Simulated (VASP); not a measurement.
Input of a VASP 6.6.1 run:

File INCAR:

```
SYSTEM = CsI
PREC = Accurate ; ENCUT = 520
EDIFF = 1E-7 ; ISMEAR = 0
SIGMA = 0.01 ; LREAL = .FALSE.
LASPH = .TRUE. ; NELM = 150
ALGO = Normal ; ISIF = 2
LWAVE = .FALSE. ; LCHARG = .TRUE.
MAGMOM = 0 0 0 0 0 0 ; LORBIT = 11
LSORBIT = .TRUE. ; GGA_COMPAT = .FALSE.
LORBMOM = .TRUE. ; GGA = PE
LVHAR = .TRUE. ; NBANDS = 28
```

The input KPOINTS:

```
Automatic mesh
0
G
  4 4 4
  0 0 0
```

POSCAR

```
CsI
1.0
    4.6081404514      0.0000000000      0.0000000000
    0.0000000000      4.6081404514      0.0000000000
    0.0000000000      0.0000000000      4.6081404514
Cs I
1 1
Direct
    0.0000000000      0.0000000000      0.0000000000
    0.5000000000      0.5000000000      0.5000000000
```

Potentials or basis: VASP PAW PBE potentials, release 64 (Cs_sv, I).

The run is started by

```console
$ cat potpaw_PBE.64/Cs_sv/POTCAR potpaw_PBE.64/I/POTCAR > POTCAR
$ mpirun -np 1 vasp_ncl > vasp.out
```

(1) Predict the net moment.

(2) Predict the pressure.

Results:

(1) 0.00 μB per cell.

(2) 0.5 GPa.
